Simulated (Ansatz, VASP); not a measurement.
One calculation of V, two programs

Contents of INCAR:

```
PREC = Accurate
ENCUT = 520
EDIFF = 1E-7
ISMEAR = 0
SIGMA = 0.1
LREAL = F
LASPH = T
NELM = 80
ALGO = Normal
ISIF = 2
LWAVE = F
LCHARG = F
GGA = CA
NBANDS = 12
```

KPOINTS

```
regular mesh
0
Gamma
  20 20 20
```

Contents of POSCAR:

```
V
1.0
   -1.4334970916      1.4334970916      1.4334970916
    1.4334970916     -1.4334970916      1.4334970916
    1.4334970916      1.4334970916     -1.4334970916
V
1
Direct
    0.0000000000      0.0000000000      0.0000000000
```

Input for Ansatz:

```yaml
crystal:
  lattice:
    - [-1.4334970916, 1.4334970916, 1.4334970916]
    - [1.4334970916, -1.4334970916, 1.4334970916]
    - [1.4334970916, 1.4334970916, -1.4334970916]
  atoms:
    - { symbol: V, position: [0.0, 0.0, 0.0] }
basis:
  ecutwfc: 420
kpoints:
  mp_grid: { grid: [20, 20, 20] }
hamiltonian:
  xc: lda
  pseudopotentials: { kind: paw, azcp: { folder: soft_1 } }
scf:
  occupations: { method: gaussian, width: 0.1 }
output:
  forces: true
  stress: true
  eigenvalues: true
```

Alike in both runs: task single point; functional LDA; k mesh 20 × 20 × 20; occupations gaussian, width 0.1 eV; no spin polarisation.

|  | VASP | Ansatz |
| --- | --- | --- |
| version | VASP 6.6.1 | Ansatz 0.2.0 |
| potentials or method | VASP PAW LDA potentials, release 64 (V_sv) | scalar-relativistic, plane waves, PAW |
| plane-wave cutoff (eV) | 520 | 420 |
| valence electrons in the cell | 13 | 13 |

```tsv
	VASP	Ansatz	Ansatz less VASP
gap on the k mesh at the Fermi level (eV)	none	none	-
pressure (GPa)	15.1	14.5	-0.62
```

A gap of «none» marks a metal or a gap that the smearing closes. Ansatz warned: «pseudo_functional_mismatch».

Caveats: so large a pressure means that the cell lies far from this level's equilibrium, or that cutoff or potentials fall short (VASP).
